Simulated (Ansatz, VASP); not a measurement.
## Ag in VASP and in Ansatz

File POSCAR:

```
Ag
1.0
    0.0000000000      2.7070612243      2.7070612243
    2.7070612243      0.0000000000      2.7070612243
    2.7070612243      2.7070612243      0.0000000000
Ag
2
Direct
    0.5000000000      0.5000000000      0.5000000000
    0.7500000000      0.7500000000      0.7500000000
```

The input INCAR.step1:

```
SYSTEM = Ag
PREC = Accurate
ENCUT = 600
ISMEAR = 0
SIGMA = 0.1
LREAL = .FALSE.
LASPH = .TRUE.
NELM = 100
GGA = PE
ALGO = Normal
EDIFF = 1E-4
LWAVE = .TRUE.
LCHARG = .FALSE.
```

INCAR.step2

```
SYSTEM = Ag
PREC = Accurate
ENCUT = 600
EDIFF = 1E-6
ISMEAR = 0
SIGMA = 0.1
LREAL = .FALSE.
LASPH = .TRUE.
NELM = 100
ALGO = Normal
ISIF = 3
LWAVE = .FALSE.
LCHARG = .FALSE.
METAGGA = R2SCAN
LMIXTAU = .TRUE.
IBRION = 2
NSW = 90
EDIFFG = -0.04
ISTART = 1
```

KPOINTS

```
Automatic mesh
0
G
  6 6 6
  0 0 0
```

Input for Ansatz:

```yaml
crystal:
  lattice:
    - [0.0, 2.7070612243, 2.7070612243]
    - [2.7070612243, 0.0, 2.7070612243]
    - [2.7070612243, 2.7070612243, 0.0]
  atoms:
    - { symbol: Ag, position: [0.5, 0.5, 0.5] }
    - { symbol: Ag, position: [0.75, 0.75, 0.75] }
basis:
  ecutwfc: 500
kpoints:
  mp_grid: { grid: [6, 6, 6] }
hamiltonian:
  xc: r2scan
scf:
  occupations: { method: gaussian, width: 0.1 }
  lower_state_search: "off"
output:
  forces: true
  stress: true
  eigenvalues: true
relax:
  adjacent_minimum: "off"
  f_tol: 0.04
  max_steps: 70
  cell: { stress_tol: 0.4 }
```

Alike in both runs: task relaxation of cell and atoms; functional r2SCAN; k mesh 6 × 6 × 6; occupations gaussian, width 0.1 eV; no spin polarisation.

```csv
,VASP,Ansatz
version,VASP 6.6.1,Ansatz 0.2.0
potentials or method,"VASP PAW PBE potentials, release 64 (Ag)","scalar-relativistic, plane waves, PAW"
plane-wave cutoff (eV),600,500
valence electrons in the cell,22,38
```

|  | VASP | Ansatz | Ansatz less VASP |
| --- | --- | --- | --- |
| gap on the k mesh at the Fermi level, each at its own relaxed structure (eV) | none | none | - |
| relaxed volume (Å³/atom) | 28.66 | 28.24 | -0.420 |
| relaxed cell length with the largest relative difference (Å) | 4.328 | 4.307 | -0.0212 |
| energy change over the relaxation (meV/atom) | -692 | -683 | +9.0 |

A gap of «none» marks a metal or a gap that the smearing closes. The two sets of potentials don't hold the same shells in valence.

Caveats: the volume moved by over 15 % at a fixed basis, so the end points are rough; the PAW data sets were made with another functional, which shifts forces and pressure a little (VASP).
